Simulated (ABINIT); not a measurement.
# Hf (P6_3/mmc) in ABINIT: relaxation of cell and atoms with PBE+D4

Aim: the relaxation of cell and atoms of Hf with PBE+D4.

Everything below comes from runs of ABINIT 10.8.3 (patched build). Logs are shortened: lines on timing, memory, paths and dates and some standing lists are left out, and cuts for length are marked. The log counts tension as positive stress, the text compression.

## 1. The structure

Symmetry: P6_3/mmc, No. 194, hexagonal system. The conventional cell has a = 3.197 Å, b = 3.197 Å, c = 5.058 Å, α = 90.00°, β = 90.00°, γ = 120.00°. Hf (site symmetry -6m2) has 12 Hf at 3.13 to 3.20 Å as nearest neighbours.

## 2. Relaxation of cell and atoms, PBE+D4

File run.py:

```python
import json, os
import numpy as np
from ase.constraints import FixSymmetry
from ase.optimize import BFGS
from ase.filters import FrechetCellFilter
from ase.units import GPa
from ase.calculators.mixing import SumCalculator
from dftd4.ase import DFTD4
from ase.calculators.abinit import Abinit, AbinitProfile
from ase import Atoms

atoms = Atoms(['Hf', 'Hf'],
              cell=[[3.1967, 0.0, 0.0], [-1.59835, 2.7684234083, 0.0], [0.0, 0.0, 5.0578]],
              scaled_positions=[[0.6666666667, 0.3333333333, 0.75], [0.3333333333, 0.6666666667, 0.25]],
              pbc=True)

profile = AbinitProfile(command='abinit', pp_paths=[os.path.abspath('pseudos')])
params = dict(
    pps='pawxml', xc='PBE',
    chksymtnons=0,
    tolsym=1e-05,
    ecut=517.0163,
    pawecutdg=1034.0327,
    pawxcdev=0,
    kptopt=1,
    ngkpt=[10, 10, 5],
    nshiftk=1,
    shiftk=[0.0, 0.0, 0.0],
    ixc=11,
    nband=16,
    occopt=3,
    tsmear=0.05,
    nstep=100,
    tolvrs=1e-09,
    prtwf=0,
    prtden=0,
    ecutsm=0.5,
)

atoms.calc = SumCalculator([Abinit(profile=profile, directory='run', **params), DFTD4(method='pbe')])
atoms.set_constraint(FixSymmetry(atoms, symprec=1e-4))
opt = BFGS(FrechetCellFilter(atoms), trajectory='opt.traj')
converged = opt.run(fmax=0.02, steps=30)
print('converged', converged)
print('cell (A)', np.round(atoms.cell[:], 5).tolist())
energy = atoms.get_potential_energy()
forces = atoms.get_forces()
stress = atoms.get_stress()
print(f'energy {energy:.6f} eV')
print('forces (eV/A)')
print(np.round(forces, 5))
print('stress (GPa, Voigt, tension positive)', np.round(stress / GPa, 4))
json.dump(dict(energy=energy, forces=forces.tolist(), stress=stress.tolist(), cell=atoms.cell.tolist(), frac=atoms.get_scaled_positions(wrap=False).tolist()), open('results.json', 'w'))
```

Potentials or basis: JTH PAW PBE v2.0.

Started as:

```bash
$ python run.py
```

What it wrote:

```text
Step          Energy          fmax
BFGS:    0    -2723.479599        0.168239
BFGS:    1    -2723.480212        0.119368
BFGS:    2    -2723.480628        0.011100
converged True
cell (A) [[3.18935, -0.0, 0.0], [-1.59467, 2.76206, -0.0], [-0.0, -0.0, 5.03811]]
energy -2723.480628 eV
forces (eV/A)
[[ 0. -0.  0.]
 [-0.  0. -0.]]
stress (GPa, Voigt, tension positive) [-0.0785 -0.0785  0.0801  0.     -0.      0.    ]
```

abinit.in:

```text
chksymtnons 0
ecut 517.0163 eV
ecutsm 0.5
ixc 11
kptopt 1
natom 2
nband 16
ngkpt
10 10 5
nshiftk 1
nsppol 1
nstep 100
occopt 3
pawecutdg 1034.0327 eV
pawxcdev 0
prtden 0
prtwf 0
shiftk
0.0 0.0 0.0
tolsym 1e-05
tolvrs 1e-09
tsmear 0.05 eV
#Definition of the unit cell
acell
1.00000000000000 1.00000000000000 1.00000000000000 Angstrom
rprim
3.18934794330640 -0.00000000000000 0.00000000000000
-1.59467397165320 2.76205634041099 -0.00000000000000
-0.00000000000000 -0.00000000000000 5.03811496637879
chkprim 0 # Allow non-primitive cells
#Definition of the atom types
ntypat 1
znucl 72
#Enumerate different atomic species
typat
 1 1
pseudos "./pseudos/Hf.GGA_PBE-JTH.xml"
#Definition of the atoms
xcart
3.01349706672654 1.73984334232874 7.14049310770203
0.00000000030135 3.47968668483147 2.38016436923401
chkexit 1 # abinit.exit file in the running directory terminates after the current SCF
```

abinit.abo:

```text
.Version 10.8.3 of ABINIT
 Symmetries : space group P6_3/m m c (#194); Bravais hP (primitive hexag.)
================================================================================
 Values of the parameters that define the memory need of the present run
     intxc =       0    ionmov =       0      iscf =      17    lmnmax =      18
     lnmax =       6     mgfft =      40  mpssoang =       3    mqgrid =    3001
     natom =       2  nloc_mem =       2    nspden =       1   nspinor =       1
    nsppol =       1      nsym =      24    n1xccc =       1    ntypat =       1
    occopt =       3   xclevel =       2
       mpw =        1196          nfft =       23040          nkpt =          42
 PAW method is used; the additional fine FFT grid is defined by:
   mgfftf=        54    nfftf =     69984
================================================================================
================================================================================

--------------------------------------------------------------------------------
------------- Echo of variables that govern the present computation ------------
--------------------------------------------------------------------------------
 -outvars: echo values of preprocessed input variables --------
            acell      1.8897261259E+00  1.8897261259E+00  1.8897261259E+00 Bohr
              amu      1.78490000E+02
          chkexit           1
          chkprim           0
      chksymtnons           0
             ecut      1.89999986E+01 Hartree
           ecutsm      5.00000000E-01 Hartree
              ixc          11
         kptrlatt       10    0    0      0   10    0      0    0    5
          kptrlen      4.76032874E+01
            natom           2
            nband          16
            ngfft          24      24      40
          ngfftdg          36      36      54
             nkpt          42
            nstep         100
             nsym          24
           ntypat           1
           occopt           3
        pawecutdg      3.80000008E+01 Hartree
         pawxcdev           0
           prtden           0
            prtwf           0
            rprim      3.1893479433E+00 -0.0000000000E+00  0.0000000000E+00
                      -1.5946739717E+00  2.7620563404E+00 -0.0000000000E+00
                      -0.0000000000E+00 -0.0000000000E+00  5.0381149664E+00
          spgroup         194
           tolvrs      1.00000000E-09
           tsmear      1.83746611E-03 Hartree
            typat      1  1
           useylm           1
           xangst      1.5946739718E+00  9.2068544666E-01  3.7785862247E+00
                       1.2957194467E-10  1.8413708935E+00  1.2595287415E+00
            xcart      3.0134970668E+00  1.7398433423E+00  7.1404931078E+00
                       2.4485548904E-10  3.4796866849E+00  2.3801643691E+00
             xred      6.6666666668E-01  3.3333333328E-01  7.4999999998E-01
                       3.3333333335E-01  6.6666666661E-01  2.4999999998E-01
            znucl       72.00000

================================================================================

 chkinp: Checking input parameters for consistency.

================================================================================
== DATASET  1 ==================================================================

--- !DatasetInfo
iteration_state: {dtset: 1, }
dimensions: {natom: 2, nkpt: 42, mband: 16, nsppol: 1, nspinor: 1, nspden: 1, mpw: 1196, }
cutoff_energies: {ecut:  19.0, pawecutdg:  38.0, }
electrons: {nelect:   2.40000000E+01, charge:   0.00000000E+00, occopt:   3.00000000E+00, tsmear:   1.83746611E-03, }
meta: {optdriver: 0, ionmov: 0, optcell: 0, iscf: 17, paral_kgb: 0, }
...

 Exchange-correlation functional for the present dataset will be:
  GGA: Perdew-Burke-Ernzerhof functional - ixc=11
  J.P.Perdew, K.Burke, M.Ernzerhof, PRL 77, 3865 (1996)

 Real(R)+Recip(G) space primitive vectors, cartesian coordinates (Bohr,Bohr^-1):
 R(1)=  6.0269941  0.0000000  0.0000000  G(1)=  0.1659202  0.0957941  0.0000000
 R(2)= -3.0134971  5.2195300  0.0000000  G(2)=  0.0000000  0.1915881  0.0000000
 R(3)=  0.0000000  0.0000000  9.5206575  G(3)=  0.0000000  0.0000000  0.1050348
 Unit cell volume ucvol=  2.9950157E+02 bohr^3
 Angles (23,13,12)=  9.00000000E+01  9.00000000E+01  1.20000000E+02 degrees

 Coarse grid specifications (used for wave-functions):

 getcut: wavevector=  0.0000  0.0000  0.0000  ngfft=  24  24  40
         ecut(hartree)=     19.000   => boxcut(ratio)=   2.02940
[... 53 lines left out ...]
lattice_angles: [ 90.000,  90.000, 120.000, ] # degrees, (23, 13, 12)
lattice_volume:   2.9950157E+02
convergence: {deltae:  1.613E-11, res2:  4.735E-10, residm:  1.897E-03, diffor: null, }
etotal    :  -1.00070568E+02
entropy   :   0.00000000E+00
fermie    :  -6.00435086E-02
cartesian_stress_tensor: # hartree/bohr^3
- [ -5.45018222E-05,   0.00000000E+00,   0.00000000E+00, ]
- [  0.00000000E+00,  -5.45018222E-05,   0.00000000E+00, ]
- [  0.00000000E+00,   0.00000000E+00,  -4.93001618E-05, ]
pressure_GPa:   1.5525E+00
xred      :
- [  6.6667E-01,   3.3333E-01,   7.5000E-01, Hf]
- [  3.3333E-01,   6.6667E-01,   2.5000E-01, Hf]
cartesian_forces: # hartree/bohr
- [  1.07223408E-27,   3.50797628E-27,   2.20954182E-31, ]
- [ -1.07223408E-27,  -3.50797628E-27,  -2.20954182E-31, ]
force_length_stats: {min:   3.66818532E-27, max:   3.66818532E-27, mean:   3.66818532E-27, }
...

 Integrated electronic density in atomic spheres:
 ------------------------------------------------
 Atom  Sphere_radius  Integrated_density
    1        2.41119          9.48152653
    2        2.41119          9.48152653

================================================================================

 ----iterations are completed or convergence reached----

 Mean square residual over all n,k,spin=   67.855E-07; max=  18.974E-04
 reduced coordinates (array xred) for    2 atoms
       0.666666666681      0.333333333281      0.749999999981
       0.333333333348      0.666666666615      0.249999999981
 rms dE/dt=  9.8714E-27; max dE/dt=  1.0771E-26; dE/dt below (all hartree)
    1      -0.000000000000     -0.000000000000      0.000000000000
    2       0.000000000000      0.000000000000      0.000000000000

 cartesian coordinates (angstrom) at end:
    1      1.59467397178277     0.92068544665981     3.77858622468964
    2      0.00000000012957     1.84137089346348     1.25952874150025

 cartesian forces (hartree/bohr) at end:
    1      0.00000000000000     0.00000000000000     0.00000000000000
    2     -0.00000000000000    -0.00000000000000    -0.00000000000000
 frms,max,avg= 2.1178278E-27 3.5079763E-27   0.000E+00  0.000E+00  0.000E+00 h/b

 cartesian forces (eV/Angstrom) at end:
    1      0.00000000000000     0.00000000000000     0.00000000000000
    2     -0.00000000000000    -0.00000000000000    -0.00000000000000
 frms,max,avg= 1.0890308E-25 1.8038739E-25   0.000E+00  0.000E+00  0.000E+00 e/A
 length scales=  1.889726125908  1.889726125908  1.889726125908 bohr
              =  1.000000000000  1.000000000000  1.000000000000 angstroms
 Fermi (or HOMO) energy (hartree) =  -0.06004   Average Vxc (hartree)=  -0.42058
 Eigenvalues (hartree) for nkpt=  42  k points:
 kpt#   1, nband= 16, wtk=  0.00200, kpt=  0.0000  0.0000  0.0000 (reduced coord)
  -2.33459   -2.33186   -1.20044   -1.17222   -1.17222   -1.16748   -1.16734   -1.16734
  -0.33200   -0.19676   -0.03524   -0.01587   -0.01587   -0.00480    0.01492    0.01524
      occupation numbers for kpt#   1
   2.00000    2.00000    2.00000    2.00000    2.00000    2.00000    2.00000    2.00000
   2.00000    2.00000    0.00000    0.00000    0.00000    0.00000    0.00000    0.00000
 prteigrs : prtvol=0 or 1, do not print more k-points.

--- !EnergyTerms
iteration_state     : {dtset: 1, }
comment             : Components of total free energy in Hartree
kinetic             :  1.06877435877411E+01
hartree             :  1.24619146843835E+01
xc                  : -1.80386674440292E+01
Ewald energy        : -7.83052302856315E+01
psp_core            :  1.48773063439156E+01
local_psp           : -1.80113590382669E+00
PAW spherical_terms : -3.99521016615057E+01
internal            : -1.00070170678953E+02
'-kT*entropy'       : -3.91208884232951E-04
total_energy        : -1.00070561887837E+02
total_energy_eV     : -2.72305871138228E+03
...

--- !EnergyTermsDC
iteration_state     : {dtset: 1, }
comment             : '"Double-counting" decomposition of free energy'
band_energy         : -2.46237628529903E+01
Ewald energy        : -7.83052302856315E+01
psp_core            :  1.48773063439156E+01
xc_dc               : -2.26836197002852E+01
PAW spherical_terms :  1.06651293965495E+01
internal            : -1.00070177098442E+02
'-kT*entropy'       : -3.91208884232951E-04
total_energy_dc     : -1.00070568307326E+02
total_energy_dc_eV  : -2.72305888606548E+03
...

--- !EnergyTermsWithPAWCore
iteration_state     : {dtset: 1, }
comment             : 'Components of total free energy, including PAW core contributions'
Total energy        : -3.01569719024068E+04
Total energy DC     : -3.01569719088263E+04
Total energy (eV)   : -8.20613010445589E+05
Total energy DC (eV): -8.20613010620272E+05
...

 Cartesian components of stress tensor (hartree/bohr^3)
  sigma(1 1)= -5.45018222E-05  sigma(3 2)=  0.00000000E+00
  sigma(2 2)= -5.45018222E-05  sigma(3 1)=  0.00000000E+00
  sigma(3 3)= -4.93001618E-05  sigma(2 1)=  0.00000000E+00

-Cartesian components of stress tensor (GPa)         [Pressure=  1.5525E+00 GPa]
- sigma(1 1)= -1.60349897E+00  sigma(3 2)=  0.00000000E+00
- sigma(2 2)= -1.60349897E+00  sigma(3 1)=  0.00000000E+00
- sigma(3 3)= -1.45046084E+00  sigma(2 1)=  0.00000000E+00

== END DATASET(S) ==============================================================
================================================================================

 -outvars: echo values of variables after computation  --------
            acell      1.8897261259E+00  1.8897261259E+00  1.8897261259E+00 Bohr
           etotal     -1.0007056831E+02
            fcart      1.0722340843E-27  3.5079762776E-27  2.2095418154E-31
                      -1.0722340843E-27 -3.5079762776E-27 -2.2095418154E-31
            rprim      3.1893479433E+00 -0.0000000000E+00  0.0000000000E+00
                      -1.5946739717E+00  2.7620563404E+00 -0.0000000000E+00
                      -0.0000000000E+00 -0.0000000000E+00  5.0381149664E+00
           strten     -5.4501822185E-05 -5.4501822185E-05 -4.9300161782E-05
                       0.0000000000E+00  0.0000000000E+00  0.0000000000E+00
           xangst      1.5946739718E+00  9.2068544666E-01  3.7785862247E+00
                       1.2957194467E-10  1.8413708935E+00  1.2595287415E+00
             xred      6.6666666668E-01  3.3333333328E-01  7.4999999998E-01
                       3.3333333335E-01  6.6666666661E-01  2.4999999998E-01
 Calculation completed.
```

Wall time 71 s (1 thread of Arm Neoverse V1, shared host); peak memory 0.13 GiB.

Results:

| Item | Value |
| --- | --- |
| Free energy | -2723.4808 eV |
| Relaxed volume | 22.19 Å³/atom |
| Relaxed cell | a = 3.189 Å, b = 3.189 Å, c = 5.038 Å, α = 90.00°, β = 90.00°, γ = 120.00° |
| Space group after relaxing (to 0.05 Å) | P6_3/mmc (No. 194) |
| Energy gained by relaxing | 0.5 meV/atom |
| Ionic steps | 3 |
| Pressure after relaxing | 0.0 GPa |
| Band gap on the k mesh | none (metal or under the smearing width) |
| Valence electrons inside the program's atomic spheres | Hf 9.48 (radii [1.2759] Å) |
| Dispersion energy per atom | -0.211 eV |

Step by step:
```csv
step,energy change (eV),largest force (eV/Å),pressure (GPa),volume (Å³)
1,0.0000,0.0000,-0.91,44.76
2,-0.0006,0.0000,-0.61,44.64
3,-0.0010,0.0000,0.03,44.38
```

Final structure:
```
CELL_PARAMETERS angstrom
3.18935 0.00000 0.00000
-1.59467 2.76206 0.00000
0.00000 0.00000 5.03811
ATOMIC_POSITIONS crystal
Hf 0.66667 0.33333 0.75000
Hf 0.33333 0.66667 0.25000
```

Levels at points of the mesh, in eV from the Fermi level:
```
           k point  band 10  band 11  band 12  band 13  band 14  band 15
(0.00, 0.00, 0.00)    -3.72     0.67     1.20     1.20     1.50     2.04
(0.50, 0.00, 0.00)    -2.76    -2.24    -0.80     0.80     0.90     1.72
```

Caveat: the log and the count of SCF iterations are those of the last ABINIT call alone; pairwise dispersion overbinds metals, which lowers pressure and volume. Spin-orbit coupling is left out, which matters for the levels of Hf.
